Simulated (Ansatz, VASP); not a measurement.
**Two plane-wave programs on BeS**

File INCAR:

```
PREC = Accurate
ENCUT = 520
EDIFF = 1E-6
ISMEAR = 0
SIGMA = 0.01
LREAL = False
LASPH = True
NELM = 100
ALGO = Normal
ISIF = 2
LWAVE = False
LCHARG = True
GGA = PE
LELF = True
LVHAR = True
NBANDS = 11
```

File KPOINTS:

```
Automatic mesh
0
Gamma
  6 6 6
```

Contents of POSCAR:

```
BeS
1.0
    0.0000000000      2.4343062304      2.4343062304
    2.4343062304      0.0000000000      2.4343062304
    2.4343062304      2.4343062304      0.0000000000
Be S
1 1
Direct
    0.0000000000      0.0000000000      0.0000000000
    0.2500000000      0.2500000000      0.2500000000
```

Input for Ansatz:

```yaml
crystal:
  lattice:
    - [0.0, 2.4343062304, 2.4343062304]
    - [2.4343062304, 0.0, 2.4343062304]
    - [2.4343062304, 2.4343062304, 0.0]
  atoms:
    - { symbol: Be, position: [0.0, 0.0, 0.0] }
    - { symbol: S, position: [0.25, 0.25, 0.25] }
kpoints:
  mp_grid: { grid: [6, 6, 6] }
hamiltonian:
  xc: pbe
scf:
  occupations: { method: fixed }
output:
  optics:
    e_range: [0.5, 15]
    de: 0.05
    sigma: 0.05
    scissors: 0.6
    scheme: fermi_dirac
    bands: scf
```

Alike in both runs: task single point; functional PBE; k mesh 6 × 6 × 6; no spin polarisation.

|  | VASP | Ansatz |
| --- | --- | --- |
| version | VASP 6.6.1 | Ansatz 0.2.0 |
| potentials or method | VASP PAW PBE potentials, release 64 (Be, S) | plane waves, PAW |
| plane-wave cutoff (eV) | 520 | 420 |
| occupations | gaussian, width 0.01 eV | fixed |
| valence electrons in the cell | 8 | 8 |

```csv
,VASP,Ansatz,Ansatz less VASP
gap on the k mesh at the Fermi level (eV),3.14,3.13,-0.001
```

A k mesh can miss the band edges.
